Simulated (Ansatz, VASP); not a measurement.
One calculation of Cs, two programs

```
Cs
1.0
     0.00000    3.88583    3.88583
     3.88583    0.00000    3.88583
     3.88583    3.88583    0.00000
Cs
1
Direct
  0.00000 0.00000 0.00000
```

Alike in both runs: functional PBE; k mesh 10 × 10 × 10; occupations gaussian, width 0.1 eV; no spin polarisation.

Ansatz relaxed the structure, and its values are those at the end. VASP's run is a single point on that final structure, the one shown.

```csv
,VASP,Ansatz
version,VASP 6.6.1,Ansatz 0.2.0
potentials or method,"VASP PAW PBE potentials, release 64 (Cs_sv)","scalar-relativistic, plane waves, PAW"
plane-wave cutoff (eV),520,420
valence electrons in the cell,9,9
```

```tsv
	VASP	Ansatz	Ansatz less VASP
gap on the k mesh at the Fermi level (eV)	none	none	-
pressure (GPa)	0.0	0.0	+0.01
```

A gap of «none» marks a metal or a gap that the smearing closes.

Spin-orbit coupling is left out, which matters for the levels of Cs.
